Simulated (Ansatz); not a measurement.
## Pressure coefficients of CoO

```cif
data_structure
_symmetry_space_group_name_H-M 'P 1'
_symmetry_Int_Tables_number 1
_cell_length_a 3.0144
_cell_length_b 3.0144
_cell_length_c 3.0144
_cell_angle_alpha 60.000
_cell_angle_beta 60.000
_cell_angle_gamma 60.000
_cell_volume 19.37
loop_
_atom_site_label
_atom_site_type_symbol
_atom_site_fract_x
_atom_site_fract_y
_atom_site_fract_z
_atom_site_occupancy
Co1 Co 0.00000 0.00000 0.00000 1
O1 O 0.50000 0.50000 0.50000 1
```

The runs use the primitive cell with vectors (0.000, 2.131, 2.131), (2.131, 0.000, 2.131), (2.131, 2.131, 0.000) Å, to which the k mesh refers.

The cell comes from COD entry 1533087, which wasn't checked; take it as a given geometry.

Semilocal functionals without U often leave such compounds metallic or with too small a gap, and the real magnetic order may differ.

Other magnetic orders may lie lower; this is the state that the run reached.

Method: Ansatz 0.2.0, DFT, PBEsol, all-electron LAPW, scalar-relativistic.

The runs use a Γ-centred 16×16×16 k mesh, Fermi–Dirac smearing of 0.05 eV, basis error target 0.5 meV/atom, spin-polarised from start moments Co1 2 μB.

The cell is scaled evenly with fractional coordinates held.

| V/V(cell) | P (GPa) | cell moment (μB) |
| --- | --- | --- |
| 0.9400 | -1.12 | 2.766 |
| 0.9600 | -4.40 | 2.861 |
| 0.9800 | -7.62 | 2.926 |
| 0.9900 | -9.21 | 2.948 |
| 1.0000 | -10.76 | 2.963 |
| 1.0100 | -12.26 | 2.975 |
| 1.0200 | -13.71 | 2.983 |
| 1.0400 | -16.42 | 2.992 |

(1) From the rows at 0.9900 and 1.0100, what is the bulk modulus at the cell's volume?

(2) How does the moment scale with volume?

(3) Predict the row at V/V(cell) = 1.0600. How far is a linear estimate of P off?

Results:

(1) B = −ΔP/Δln V = −[(-12.26) − (-9.21)]/0.02000 = 152.5 GPa. This is the modulus at -10.76 GPa, not at zero pressure.

(2) dln M/dln V = ln(2.975/2.948)/0.02000 = 0.5: expansion raises it.

(3) P = -18.87 GPa, moment 2.996 μB. The linear estimate P(cell) − B ln(V/V(cell)) = -19.65 GPa misses by 0.78 GPa, since the modulus falls on expansion.
